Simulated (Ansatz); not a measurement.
Input and command of a plane-wave DFT calculation in Ansatz:

```yaml
crystal:
  lattice:
    - [-2.3358017199, 2.3358017199, 1.2893874282]
    - [2.3358017199, -2.3358017199, 1.2893874282]
    - [2.3358017199, 2.3358017199, -1.2893874282]
  atoms:
    - { symbol: Si, position: [0.25, 0.75, 0.5] }
    - { symbol: Si, position: [0.5, 0.5, 0.0] }
basis:
  ecutwfc: 420
kpoints:
  mp_grid: { grid: [20, 20, 20] }
hamiltonian:
  xc: pbe
scf:
  occupations: { method: gaussian, width: 0.15 }
output:
  forces: true
  stress: true
  eigenvalues: true
```

```bash
ansatz run input.yaml --threads 1 --pin off --max-ram 2560MiB --backend cpu --events-out ev --progress --plain --runs-dir out
```

Processor: AMD EPYC (Zen 3), 1 thread, on a host shared with other jobs.

Problem. How long does it run, and how much memory does it take?

Solution. About 20 s on 1 thread of AMD EPYC (Zen 3), with other jobs on the host, peak memory 0.45 GiB. It solves 8 bands at 641 k points (the mesh reduced by the symmetry that the task leaves, which can be less than the crystal's) with about 541 plane waves, in 6 SCF iterations.
